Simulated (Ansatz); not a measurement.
Wurtzite MgTe at its r2SCAN geometry, run in the PAW code Ansatz at 2 levels of theory. Non-magnetic throughout; all numbers are computed.

The PBE+SOC input:
```yaml
crystal:
  lattice:
    - [4.5776356442, 0.0, 0.0]
    - [-2.2888178221, 3.9643487572, 0.0]
    - [0.0, 0.0, 7.4550892655]
  atoms:
    - { symbol: Mg, position: [0.3333333333, 0.6666666667, -0.0006080517] }
    - { symbol: Mg, position: [0.6666666667, 0.3333333333, 0.4993919483] }
    - { symbol: Te, position: [0.3333333333, 0.6666666667, 0.3756080517] }
    - { symbol: Te, position: [0.6666666667, 0.3333333333, 0.8756080517] }
kpoints:
  mp_grid: { grid: [6, 6, 4] }
  band_path:
    path:
      - [0.0, 0.0, 0.0]
      - [0.5, 0.0, 0.0]
      - [0.3333333333, 0.3333333333, 0.0]
      - [0.0, 0.0, 0.5]
      - [0.5, 0.0, 0.5]
      - [0.3333333333, 0.3333333333, 0.5]
      - [-0.010417, 0.005208, 0.0]
    npoints: 1
hamiltonian:
  xc: pbe
scf:
  occupations: { method: fixed }
  n_extra_bands: 10
magnetization:
  noncollinear: true
  spin_orbit: true
output:
  forces: true
  stress: true
  eigenvalues: true
```

Main results, then, where recorded, the levels near the gap in eV from the Fermi energy (columns number the bands from 0), one row a point of the path (Γ, M, K, A, L, H, K–Γ (0.98)):
```
Crystal: 4 atoms, lattice volume = 135.290 Å³
Symmetry: 12 space group operations + 12 with time reversal
Magnetic group: BNS 186.204 (UNI 1434)
```
```
Basis set: ecut = 420 eV, 2647 PW (Γ)
k-points: 21 of 144 (time reversal used)
SCF converged after 8 iterations
Free energy (F): -17816.534220 eV
Fermi energy:    4.571545 eV
--- Forces (eV/Å), atoms counted from 1 ---
  atom   1  Mg      0.00000      0.00000    -0.00222
  atom   2  Mg      0.00000      0.00000    -0.00222
  atom   3  Te      0.00000      0.00000      0.00218
  atom   4  Te      0.00000      0.00000      0.00218
--- Stress (GPa, compression-positive) ---
        0.716975       0.000000       0.000000
        0.000000       0.716975       0.000000
        0.000000       0.000000       0.691669
  P = ⅓ Tr σ = 0.7085 GPa (7.085 kbar)
```
```tsv
band_46	band_47	band_48	band_49	band_50	band_51	band_52	band_53	band_54	band_55	band_56	band_57
-0.506	-0.506	-0.001	-0.001	0.000	0.000	2.199	2.199	2.725	2.725	5.026	5.026
-1.432	-1.432	-1.317	-1.317	-0.631	-0.631	2.920	2.920	3.618	3.618	3.999	3.999
-1.773	-1.763	-1.763	-1.521	-1.441	-1.441	3.293	3.293	5.110	5.475	5.513	5.513
-0.756	-0.756	-0.268	-0.268	-0.268	-0.268	3.200	3.200	3.200	3.200	5.285	5.285
-1.360	-1.360	-0.923	-0.923	-0.923	-0.923	2.971	2.971	2.971	2.971	4.014	4.014
-2.006	-2.006	-0.938	-0.938	-0.793	-0.793	3.619	3.619	3.638	3.638	4.823	4.823
-0.508	-0.508	-0.006	-0.004	0.000	0.001	2.203	2.204	2.726	2.732	5.025	5.025
```

The PBE+SOC gap is indirect, 2.198 eV (K–Γ (0.98 of the way from K) to Γ), below the direct gap of 2.199 eV at Γ. Least and direct gap differ so little that the kind isn't settled.

Q: In the first input these blocks are replaced (the band path and keys that only write files left aside):
```yaml
hamiltonian:
  xc: r2scan
scf:
  occupations: { method: fixed }
  n_extra_bands: 5
```
(magnetization left out)
What comes out?

A:
```
Basis set: ecut = 500 eV, 3417 PW (Γ)
k-points: 21 of 144 (time reversal used)
SCF converged after 6 iterations
Free energy (F): -17846.703146 eV
Fermi energy:    4.051408 eV
--- Forces (eV/Å), atoms counted from 1 ---
  atom   1  Mg      0.00000      0.00000    -0.00017
  atom   2  Mg      0.00000      0.00000    -0.00017
  atom   3  Te      0.00000      0.00000      0.00017
  atom   4  Te      0.00000      0.00000      0.00017
--- Stress (GPa, compression-positive) ---
       -0.011383       0.000000       0.000000
        0.000000      -0.011383       0.000000
        0.000000       0.000000      -0.006421
  P = ⅓ Tr σ = -0.0097 GPa (-0.097 kbar)
```
```tsv
band_23	band_24	band_25	band_26	band_27	band_28
-0.003	-0.003	0.000	3.160	3.598	5.821
-1.230	-0.985	-0.443	3.646	4.417	4.717
-1.402	-1.402	-1.374	3.914	6.343	6.343
-0.257	-0.257	-0.257	4.099	4.099	6.072
-0.889	-0.879	-0.879	3.720	3.720	4.784
-1.942	-0.625	-0.625	4.456	4.456	5.554
-0.007	-0.004	0.000	3.164	3.602	5.819
```
The r2SCAN gap is indirect, 3.160 eV (K–Γ (0.98 of the way from K) to Γ), below the direct gap of 3.160 eV at Γ. Least and direct gap differ so little that the kind isn't settled. The mean stress is close to zero (-0.01 GPa).

Totals of different functionals, or with and without spin-orbit coupling, can't be compared.

Only the levels marked +SOC include spin-orbit coupling.
